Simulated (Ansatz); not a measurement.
Relativistic treatment of Cr

```
CELL_PARAMETERS angstrom
-1.44195 1.44195 1.44195
1.44195 -1.44195 1.44195
1.44195 1.44195 -1.44195
ATOMIC_POSITIONS crystal
Cr 0.00000 0.00000 0.00000
```

The cell comes from COD entry 5000220, which wasn't checked; take it as a given geometry.

One fixed cell is solved with PBE by all-electron LAPW in Ansatz 0.2.0 under different relativistic treatments. Pressure is positive in compression.

Settings: a Γ-centred 16×16×16 k mesh, Fermi–Dirac smearing of 0.03 eV, basis error target 0.5 meV/atom, spin-polarised from start moments Cr 3 μB (the moments died away, and the run ended non-magnetic).

```csv
setting,P (GPa),"lowest level at Γ above −25 eV, from the valence-band top or, without a gap, the Fermi level (eV)"
scalar-relativistic,-9.06,-7.73
non-relativistic,?,?
with spin–orbit coupling,-9.03,-7.73
```

What belongs in the row "non-relativistic", column "P (GPa)"?

-6.91.

Fill in "lowest level at Γ above −25 eV, from the valence-band top or, without a gap, the Fermi level (eV)" for the row "non-relativistic".

-7.44.
